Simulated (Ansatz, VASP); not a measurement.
One calculation of LiCl, two programs

The input INCAR:

```
SYSTEM = LiCl
PREC = Accurate ; ENCUT = 520
EDIFF = 1E-7 ; ISMEAR = 0
SIGMA = 0.05 ; LREAL = .False.
LASPH = .True. ; NELM = 60
ALGO = Normal ; ISIF = 2
LWAVE = .False. ; LCHARG = .False.
GGA = PE ; NBANDS = 12
```

The input KPOINTS:

```
Automatic mesh
0
Gamma
  8 8 8
  0 0 0
```

POSCAR

```
LiCl
1.0
    0.0000000000      2.6417028000      2.6032314000
    2.6417028000      0.0000000000      2.6032314000
    2.6417028000      2.6417028000      0.0000000000
Li Cl
1 1
Direct
    0.0000000000      0.0000000000      0.0000000000
    0.5000000000      0.5000000000      0.5000000000
```

Input for Ansatz:

```yaml
crystal:
  lattice:
    - [0.0, 2.6417028, 2.6032314]
    - [2.6417028, 0.0, 2.6032314]
    - [2.6417028, 2.6417028, 0.0]
  atoms:
    - { symbol: Li, position: [0.0, 0.0, 0.0] }
    - { symbol: Cl, position: [0.5, 0.5, 0.5] }
basis:
  ecutwfc: 420
kpoints:
  mp_grid: { grid: [8, 8, 8] }
hamiltonian:
  xc: pbe
scf:
  occupations: { method: gaussian, width: 0.05 }
output:
  forces: true
  stress: true
  eigenvalues: true
```

Change from the starting cell: strain +0.030 along x and y, +0.015 along z, atoms carried along.

Alike in both runs: task single point; functional PBE; k mesh 8 × 8 × 8; occupations gaussian, width 0.05 eV; no spin polarisation.

|  | VASP | Ansatz |
| --- | --- | --- |
| version | VASP 6.6.1 | Ansatz 0.2.0 |
| potentials or method | VASP PAW PBE potentials, release 64 (Li_sv, Cl) | scalar-relativistic, plane waves, PAW |
| plane-wave cutoff (eV) | 520 | 420 |
| valence electrons in the cell | 10 | 10 |

Ansatz gave:

- gap on the k mesh at the Fermi level (eV): 5.91
- least direct gap on the mesh (eV): 5.91

Problem. Which values does VASP return?

Solution. gap on the k mesh at the Fermi level (eV): 5.93; least direct gap on the mesh (eV): 5.93.

 A k mesh can miss the band edges.
